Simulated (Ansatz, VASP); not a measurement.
# InP: VASP beside Ansatz

The input INCAR:

```
SYSTEM = InP
PREC     = Accurate       ! precision mode
ENCUT    = 520            ! plane-wave cutoff, eV
EDIFF    = 1E-7           ! SCF threshold, eV
ISMEAR   = -1             ! smearing method
SIGMA    = 0.05           ! smearing width, eV
LREAL    = .False.        ! projectors in reciprocal space
LASPH    = .True.         ! aspherical terms in the spheres
NELM     = 100            ! most SCF steps
ALGO     = Normal         ! electronic algorithm
ISIF     = 2              ! what is computed and relaxed
LWAVE    = .False.        ! write WAVECAR
LCHARG   = .False.        ! write CHGCAR
GGA      = PS             ! functional
NBANDS   = 16             ! bands
```

KPOINTS

```
Automatic mesh
0
Gamma
  8 8 8
  0 0 0
```

The input POSCAR:

```
InP
1.0
    0.0000000000      2.9690636329      2.9690636329
    2.9690636329      0.0000000000      2.9690636329
    2.9690636329      2.9690636329      0.0000000000
In P
1 1
Direct
    0.0000000000      0.0000000000      0.0000000000
    0.7500000000      0.7500000000      0.7500000000
```

Contents of input.yaml:

```yaml
crystal:
  lattice:
    - [0.0, 2.9690636329, 2.9690636329]
    - [2.9690636329, 0.0, 2.9690636329]
    - [2.9690636329, 2.9690636329, 0.0]
  atoms:
    - { symbol: In, position: [0.0, 0.0, 0.0] }
    - { symbol: P, position: [0.75, 0.75, 0.75] }
hamiltonian:
  xc: pbesol
  pseudopotentials: { kind: paw }
kpoints:
  mp_grid: { grid: [8, 8, 8] }
scf:
  occupations: { method: fermi_dirac, width: 0.05 }
output:
  forces: true
  stress: true
  eigenvalues: true
```

Change from the starting cell: volume scaled by 1.04.

Alike in both runs: task single point; functional PBEsol; k mesh 8 × 8 × 8; occupations fermi-dirac, width 0.05 eV; no spin polarisation.

|  | VASP | Ansatz |
| --- | --- | --- |
| version | VASP 6.6.1 | Ansatz 0.2.0 |
| potentials or method | VASP PAW PBE potentials, release 64 (In_d, P) | Ansatz PAW |
| plane-wave cutoff (eV) | 520 | 420 |
| valence electrons in the cell | 18 | 18 |

|  | VASP | Ansatz | Ansatz less VASP |
| --- | --- | --- | --- |
| gap on the k mesh at the Fermi level (eV) | 0.40 | 0.41 | +0.002 |
| least direct gap on the mesh (eV) | 0.40 | 0.41 | +0.002 |
| pressure (GPa) | -1.9 | -1.9 | +0.01 |

Caveats: spin-orbit coupling is left out, which moves the levels of the heavy elements; the PAW data sets were made with another functional, which shifts forces and pressure a little (VASP); the PAW data sets come from PBE, with cores solved anew for the run's functional, which leaves a small shift of forces and pressure (Ansatz).
